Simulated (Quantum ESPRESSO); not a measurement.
# BN (P6_3mc) in Quantum ESPRESSO: notebook, part 2 of 2

Quantum ESPRESSO 7.5. The steps go on from the part before.

## Step 3: Phonons, PBE

pw.in

```
&CONTROL
  calculation = 'scf'
  prefix = 'pwscf'
  outdir = './tmp'
  pseudo_dir = './pseudo'
  tprnfor = .true.
  tstress = .true.
  disk_io = 'low'
/
&SYSTEM
  ibrav = 0
  nat = 4
  ntyp = 2
  ecutwfc = 70
  nbnd = 14
  occupations = 'smearing'
  smearing = 'fd'
  degauss = 0.00367493
/
&ELECTRONS
  conv_thr = 8d-10
  electron_maxstep = 120
  mixing_beta = 0.5
/
ATOMIC_SPECIES
N     14.0070 07_N_5_1.2_1.4_pbe_n_v1.0.upf
B     10.8100 05_B_3_1.5_1.7_pbe_n_v1.0.upf
CELL_PARAMETERS angstrom
   2.5539396017    0.0000000000    0.0000000000
  -1.2769698009    2.2117765748    0.0000000000
   0.0000000000    0.0000000000    4.2268550000
ATOMIC_POSITIONS angstrom
N     -0.0000000002    1.4745177166    0.5295234870
N      1.2769698010    0.7372588582    2.6429509870
B     -0.0000000002    1.4745177166    2.1122608880
B      1.2769698010    0.7372588582    4.2256883880
K_POINTS automatic
8 8 4 0 0 1
```

relax.in

```
&CONTROL
  calculation = 'relax'
  prefix = 'pwscf'
  outdir = './tmp'
  pseudo_dir = './pseudo'
  tprnfor = .true.
  tstress = .true.
  disk_io = 'low'
  nstep = 40
  forc_conv_thr = 0.0001
  etot_conv_thr = 1d-06
/
&SYSTEM
  ibrav = 0
  nat = 4
  ntyp = 2
  ecutwfc = 70
  nbnd = 14
  occupations = 'smearing'
  smearing = 'fd'
  degauss = 0.00367493
/
&ELECTRONS
  conv_thr = 8d-10
  electron_maxstep = 120
  mixing_beta = 0.5
/
&IONS
  ion_dynamics = 'bfgs'
/
ATOMIC_SPECIES
N     14.0070 07_N_5_1.2_1.4_pbe_n_v1.0.upf
B     10.8100 05_B_3_1.5_1.7_pbe_n_v1.0.upf
CELL_PARAMETERS angstrom
   2.5539396017    0.0000000000    0.0000000000
  -1.2769698009    2.2117765748    0.0000000000
   0.0000000000    0.0000000000    4.2268550000
ATOMIC_POSITIONS angstrom
N     -0.0000000002    1.4745177166    0.5295234870
N      1.2769698010    0.7372588582    2.6429509870
B     -0.0000000002    1.4745177166    2.1122608880
B      1.2769698010    0.7372588582    4.2256883880
K_POINTS automatic
8 8 4 0 0 1
```

scf2.in

```
&CONTROL
  calculation = 'scf'
  prefix = 'pwscf'
  outdir = './tmp'
  pseudo_dir = './pseudo'
  tprnfor = .true.
  tstress = .true.
  disk_io = 'low'
/
&SYSTEM
  ibrav = 0
  nat = 4
  ntyp = 2
  ecutwfc = 70
  nbnd = 14
  occupations = 'fixed'
/
&ELECTRONS
  conv_thr = 1d-13
  electron_maxstep = 120
  mixing_beta = 0.5
  startingpot = 'file'
  startingwfc = 'file'
/
ATOMIC_SPECIES
N     14.0070 07_N_5_1.2_1.4_pbe_n_v1.0.upf
B     10.8100 05_B_3_1.5_1.7_pbe_n_v1.0.upf
CELL_PARAMETERS angstrom
   2.5539396017    0.0000000000    0.0000000000
  -1.2769698009    2.2117765748    0.0000000000
   0.0000000000    0.0000000000    4.2268550000
ATOMIC_POSITIONS angstrom
N     -0.0000000002    1.4745177166    0.5291666001
N      1.2769698010    0.7372588582    2.6425941001
B     -0.0000000002    1.4745177166    2.1126177749
B      1.2769698010    0.7372588582    4.2260452749
K_POINTS automatic
8 8 4 0 0 1
```

ph.in

```
phonons of BN
&INPUTPH
  prefix = 'pwscf'
  outdir = './tmp'
  tr2_ph = 1d-16
  fildyn = 'dyn'
  niter_ph = 60
  alpha_mix(1) = 0.7
  epsil = .true.
/
0.0000000000 0.0000000000 0.0000000000
```

dynmat.in

```
&INPUT
  fildyn = 'dyn'
  asr = 'crystal'
  lperm = .true.
  filout = 'dynmat.disp'
  fileig = 'dynmat.eig'
/
```

dynmat_lo.in

```
&INPUT
  fildyn = 'dyn'
  asr = 'crystal'
  filout = 'dynmat_lo.disp'
  fileig = 'dynmat_lo.eig'
  q(1) = 0
  q(2) = 0
  q(3) = 1
/
```

Potentials or basis: SPMS 1.0 PBE.

Started as:

```
$ OMP_NUM_THREADS=1 pw.x -in pw.in > pw.out
$ OMP_NUM_THREADS=1 pw.x -in relax.in > relax.out
$ OMP_NUM_THREADS=1 pw.x -in scf2.in > scf2.out
$ OMP_NUM_THREADS=1 ph.x -in ph.in > ph.out
$ OMP_NUM_THREADS=1 dynmat.x -in dynmat.in > dynmat.out
$ OMP_NUM_THREADS=1 dynmat.x -in dynmat_lo.in > dynmat_lo.out
```

pw.out:

```text
This program is part of the open-source Quantum ESPRESSO suite
     for quantum simulation of materials; please cite
[... 9 lines left out ...]
     --------------------
     sticks:   dense  smooth     PW     G-vecs:    dense   smooth      PW
     Sum         439     439    139                12685    12685    2105

     Using Slab Decomposition

     bravais-lattice index     =            0
     lattice parameter (alat)  =       4.8262  a.u.
     unit-cell volume          =     161.1261 (a.u.)^3
     number of atoms/cell      =            4
     number of atomic types    =            2
     number of electrons       =        16.00
     number of Kohn-Sham states=           14
     kinetic-energy cutoff     =      70.0000  Ry
     charge density cutoff     =     280.0000  Ry
     scf convergence threshold =      8.0E-10
     mixing beta               =       0.5000
     number of iterations used =            8  plain     mixing
     Exchange-correlation= PBE
                           (   1   4   3   4   0   0   0)

     celldm(1)=   4.826246  celldm(2)=   0.000000  celldm(3)=   0.000000
     celldm(4)=   0.000000  celldm(5)=   0.000000  celldm(6)=   0.000000

     crystal axes: (cart. coord. in units of alat)
               a(1) = (   1.000000   0.000000   0.000000 )
               a(2) = (  -0.500000   0.866025   0.000000 )
               a(3) = (   0.000000   0.000000   1.655033 )

     reciprocal axes: (cart. coord. in units 2 pi/alat)
               b(1) = (  1.000000  0.577350 -0.000000 )
               b(2) = (  0.000000  1.154701  0.000000 )
               b(3) = (  0.000000 -0.000000  0.604217 )

     PseudoPot. # 1 for N  read from file:
     07_N_5_1.2_1.4_pbe_n_v1.0.upf
     Pseudo is Norm-conserving + core correction, Zval =  5.0
     Generated using ONCVPSP code by D. R. Hamann
     Using radial grid of 1066 points,  4 beta functions with:
                l(1) =   0
                l(2) =   0
                l(3) =   1
                l(4) =   1

     PseudoPot. # 2 for B  read from file:
     05_B_3_1.5_1.7_pbe_n_v1.0.upf
     Pseudo is Norm-conserving + core correction, Zval =  3.0
     Generated using ONCVPSP code by D. R. Hamann
     Using radial grid of 1526 points,  4 beta functions with:
                l(1) =   0
                l(2) =   0
                l(3) =   1
                l(4) =   1

     atomic species   valence    mass     pseudopotential
     N                 5.00    14.00700     N ( 1.00)
     B                 3.00    10.81000     B ( 1.00)

     12 Sym. Ops. (no inversion) found ( 6 have fractional translation)

   Cartesian axes

     site n.     atom                  positions (alat units)
         1        N      tau(   1) = (  -0.0000000   0.5773503   0.2073359  )
         2        N      tau(   2) = (   0.5000000   0.2886751   1.0348526  )
         3        B      tau(   3) = (  -0.0000000   0.5773503   0.8270598  )
         4        B      tau(   4) = (   0.5000000   0.2886751   1.6545765  )

     number of k points=    20  Fermi-Dirac smearing, width (Ry)=  0.0037
                       cart. coord. in units 2pi/alat
        k(    1) = (   0.0000000   0.0000000   0.0755272), wk =   0.0156250
        k(    2) = (   0.0000000   0.0000000   0.2265815), wk =   0.0156250
        k(    3) = (   0.0000000   0.1443376   0.0755272), wk =   0.0937500
        k(    4) = (   0.0000000   0.1443376   0.2265815), wk =   0.0937500
        k(    5) = (   0.0000000   0.2886751   0.0755272), wk =   0.0937500
        k(    6) = (   0.0000000   0.2886751   0.2265815), wk =   0.0937500
[... 12 lines left out ...]
        k(   19) = (   0.2500000   0.5773503   0.0755272), wk =   0.0937500
        k(   20) = (   0.2500000   0.5773503   0.2265815), wk =   0.0937500

     Dense  grid:    12685 G-vectors     FFT dimensions: (  25,  25,  48)

     Initial potential from superposition of free atoms

     starting charge      15.9995, renormalised to      16.0000
     Starting wfcs are   16 randomized atomic wfcs

     Self-consistent Calculation

     iteration #  1     ecut=    70.00 Ry     beta= 0.50
     Davidson diagonalization with overlap
     ethr =  1.00E-02,  avg # of iterations =  3.0

     total energy              =     -53.50203819 Ry
     estimated scf accuracy    <       0.41560401 Ry
[... 64 lines left out ...]
     iteration # 11     ecut=    70.00 Ry     beta= 0.50
     Davidson diagonalization with overlap
     ethr =  5.21E-12,  avg # of iterations =  2.2

     End of self-consistent calculation

          k = 0.0000 0.0000 0.0755 (  1587 PWs)   bands (ev):

    -9.0269  -5.3507   0.8263   9.1102   9.1102  10.3493  11.0410  11.0410
    19.6529  19.6529  19.9595  20.6253  21.9102  22.8454
[... 33 lines left out ...]
    -5.6289  -4.5976   2.0961   3.1204   6.1987   7.2208   8.1341   8.2544
    17.7949  18.5653  21.4249  22.5610  23.7728  26.1368

          k = 0.0000-0.5774 0.0755 (  1590 PWs)   bands (ev):

    -5.0132  -3.8190   1.4975   3.0729   4.7406   6.2955   7.1092   8.8991
    17.9483  18.7090  22.0509  22.6385  24.1711  24.4937

          k = 0.0000-0.5774 0.2266 (  1588 PWs)   bands (ev):

    -4.6088  -4.0777   1.0186   1.7076   6.7563   6.9208   7.9394   7.9707
    17.6210  18.0223  21.5300  21.6103  24.0202  26.3178

          k = 0.1250 0.2165 0.0755 (  1609 PWs)   bands (ev):
[... 46 lines left out ...]
    -4.0201  -3.7221   1.9572   2.4347   3.6671   4.8332   7.5505   8.0651
    19.2999  20.8216  21.0521  22.9064  24.9730  25.0297

     the Fermi energy is    13.1885 ev

!    total energy              =     -53.57700791 Ry
     estimated scf accuracy    <          1.5E-10 Ry
     smearing contrib. (-TS)   =       0.00000000 Ry
     internal energy E=F+TS    =     -53.57700791 Ry

     The total energy is F=E-TS. E is the sum of the following terms:
     one-electron contribution =       9.00960878 Ry
     hartree contribution      =       7.27395091 Ry
     xc contribution           =     -17.43167345 Ry
     ewald contribution        =     -52.42889415 Ry

     convergence has been achieved in  11 iterations

     Forces acting on atoms (cartesian axes, Ry/au):

     atom    1 type  1   force =     0.00000000    0.00000000   -0.00067442
     atom    2 type  1   force =     0.00000000    0.00000000   -0.00067442
     atom    3 type  2   force =     0.00000000   -0.00000000    0.00067442
     atom    4 type  2   force =     0.00000000    0.00000000    0.00067442

     Total force =     0.001349     Total SCF correction =     0.000001

     Computing stress (Cartesian axis) and pressure

          total   stress  (Ry/bohr**3)                   (kbar)     P=      -21.97
  -0.00013095  -0.00000000   0.00000000          -19.26       -0.00        0.00
  -0.00000000  -0.00013095   0.00000000           -0.00      -19.26        0.00
   0.00000000   0.00000000  -0.00018625            0.00        0.00      -27.40

=------------------------------------------------------------------------------=
   JOB DONE.
=------------------------------------------------------------------------------=
```

relax.out:

```text
This program is part of the open-source Quantum ESPRESSO suite
     for quantum simulation of materials; please cite
[... 9 lines left out ...]
     --------------------
     sticks:   dense  smooth     PW     G-vecs:    dense   smooth      PW
     Sum         439     439    139                12685    12685    2105

[... 506 lines left out ...]
N                1.2769698010        0.7372588582        2.6425941001
B               -0.0000000002        1.4745177166        2.1126177749
B                1.2769698010        0.7372588582        4.2260452749
End final coordinates

=------------------------------------------------------------------------------=
   JOB DONE.
=------------------------------------------------------------------------------=
```

scf2.out:

```text
This program is part of the open-source Quantum ESPRESSO suite
     for quantum simulation of materials; please cite
[... 9 lines left out ...]
     --------------------
     sticks:   dense  smooth     PW     G-vecs:    dense   smooth      PW
     Sum         439     439    139                12685    12685    2105
[... 240 lines left out ...]
  -0.00013045  -0.00000000   0.00000000          -19.19       -0.00        0.00
  -0.00000000  -0.00013045   0.00000000           -0.00      -19.19        0.00
   0.00000000   0.00000000  -0.00018606            0.00        0.00      -27.37

=------------------------------------------------------------------------------=
   JOB DONE.
=------------------------------------------------------------------------------=
```

It took 1.9 min on 1 thread of Arm Neoverse V2, shared host; peak memory 0.05 GiB.

Results:

```
Free energy                                             : -728.9523 eV
Electronic dielectric tensor (diagonal)                 : 4.51, 4.51, 4.67
Born charges (mean of the diagonal)                     : N -1.88; B +1.88 e
Highest phonon frequency at Γ, LO-TO splitting left out : 1112 cm⁻¹
Static dielectric tensor (diagonal)                     : 6.65, 6.65, 7.21
```

Phonon frequencies in cm⁻¹ (negative: imaginary):
```tsv
q point	frequencies
(0.000, 0.000, 0.000)	-2 -2 1 474 474 939 939 947 1004 1040 1040 1112
```

Electronic dielectric tensor:
```
4.51 0.00 0.00
0.00 4.51 0.00
0.00 0.00 4.67
```

Born effective charge tensors (e):
atom 1, N
```
-1.85  0.00  0.00
 0.00 -1.85  0.00
 0.00  0.00 -1.95
```
atom 2, N
```
-1.85  0.00  0.00
 0.00 -1.85  0.00
 0.00  0.00 -1.95
```
atom 3, B
```
1.85 0.00 0.00
0.00 1.85 0.00
0.00 0.00 1.95
```
atom 4, B
```
1.85 0.00 0.00
0.00 1.85 0.00
0.00 0.00 1.95
```

Optical modes at Γ, degenerate ones joined, polar ones without the macroscopic field:
| cm⁻¹ | components | symmetry | active in | IR intensity, summed ((D/Å)²/amu) |
| --- | --- | --- | --- | --- |
| 474 | 2 | E2 | Raman | 0.00 |
| 939 | 2 | E2 | Raman | 0.00 |
| 947 | 1 | B1 | silent | 0.00 |
| 1004 | 1 | A1 | IR and Raman | 28.67 |
| 1040 | 2 | E1 | IR and Raman | 51.71 |
| 1112 | 1 | B1 | silent | 0.00 |

Zone-centre frequencies without and with the macroscopic field along z (cm⁻¹):
|  | optical modes in rising order |
| --- | --- |
| without | 474 474 939 939 947 1004 1040 1040 1112 |
| with the field | 474 474 939 939 947 1040 1040 1112 1247 |

Static dielectric tensor, electrons and zone-centre modes:
```
6.65 0.00 0.00
0.00 6.65 0.00
0.00 0.00 7.21
```

Caveat: the cutoff is too short for stress, so the log's stress isn't used.
